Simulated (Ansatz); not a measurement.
BaF2 (started from an entry of an open crystallographic database), relaxed with r2SCAN: the symmetry is Fm-3m (No. 225, cubic); conventional cell a = 6.194 Å, 19.81 Å³ an atom. Around Ba lie 8 F at 2.68 Å; around F lie 4 Ba at 2.68 Å. One-shot G0W0@PBE in Ansatz 0.2.0 on a 4×4×4 mesh (contour deformation, no spin-orbit coupling), from a PBE gap of 6.842 eV over the mesh points (the G0W0 gap is indirect on the mesh); the number N of bands summed and the screening cutoff rise together. No spin polarisation and no zero-point or thermal motion.

```
  N  cutoff (eV)  1000/N  G0W0 gap (eV)
108           80   9.259          9.447
235          140   4.255          9.518
```

Lay a straight line in 1000/N through these rows.
The slope is -0.0142 eV per unit of 1000/N and the intercept 9.578 eV.

Predict the gap at N = 422 (210 eV).
9.578 + (-0.0142) × 2.370 = 9.544 eV; the run gives 9.651 eV, +0.107 eV from the line.

With that run's result added, what limit do the last two rows suggest?
Their slope is (9.651 − 9.518)/(2.370 − 4.255) = -0.0706, which meets 1/N = 0 at 9.82 eV, against 9.578 eV from the first line. The slope steepens, so 1/N isn't yet asymptotic and the true limit probably lies higher still; the k mesh isn't extrapolated.

The runs are scalar-relativistic, without spin-orbit coupling.
